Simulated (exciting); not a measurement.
Wanted: the native input for an exciting (release sodium) run.

```
Task                                     : single point
Functional                               : PBEsol
Potentials or basis                      : all-electron LAPW+lo, shipped species files, valence relativity iora*
rgkmax                                   : 9
k mesh                                   : 9 × 9 × 5
Occupations                              : fermi-dirac, width 0.05 eV
Spin                                     : no spin polarisation
gmaxvr (cutoff of density and potential) : 14 1/bohr
lmaxapw (and lmaxmat)                    : 10
lmaxvr                                   : 8
nempty                                   : 10
Valence relativity                       : iora*
epsengy                                  : 1e-05 Ha
epspot                                   : 1e-05 Ha
maxscl                                   : 60
Muffin-tin radii                         : In 2.3 bohr
```

Crystal: In.

```
CELL_PARAMETERS angstrom
3.33548 0.00000 0.00000
-1.66774 2.88861 0.00000
0.00000 0.00000 5.50914
ATOMIC_POSITIONS crystal
In 0.66667 0.33333 0.75000
In 0.33333 0.66667 0.25000
```

This isn't the form of In at room conditions, which is tetragonal.

One way to write it, as run:

input.xml

```xml
<input>
  <title>In</title>
  <structure speciespath="./" tshift="false">
    <crystal scale="1">
      <basevect>6.303152730837 0.000000000000 0.000000000000</basevect>
      <basevect>-3.151576365419 5.458690388936 0.000000000000</basevect>
      <basevect>0.000000000000 0.000000000000 10.410771300221</basevect>
    </crystal>
    <species speciesfile="In.xml" rmt="2.3">
      <atom coord="0.666666666700 0.333333333300 0.750000000000"/>
      <atom coord="0.333333333300 0.666666666700 0.250000000000"/>
    </species>
  </structure>
  <groundstate do="fromscratch" ngridk="9 9 5" rgkmax="9" gmaxvr="14" lmaxapw="10" lmaxmat="10" lmaxvr="8" xctype="GGA_PBE_SOL" stype="Fermi Dirac" swidth="0.00183747" nempty="10" ValenceRelativity="iora*" epsengy="1e-05" epspot="1e-05" maxscl="60" tforce="true" outputlevel="normal"/>
</input>
```

Potentials or basis: all-electron LAPW+lo, shipped species files, valence relativity iora*.

Run with:

```sh
$ OMP_NUM_THREADS=1 exciting_smp
```

It gave:

* Band gap on the k mesh: none (metal or under the smearing width)
* All electrons inside the program's atomic spheres: In 46.65 (radii In 2.3 bohr)

Caveat: the log's total energy holds no entropy term; the free energy is that total less TS from the occupations.

Run time: 2.1 min on 1 thread of Arm Neoverse V2, on a shared host, peak memory 0.14 GiB.
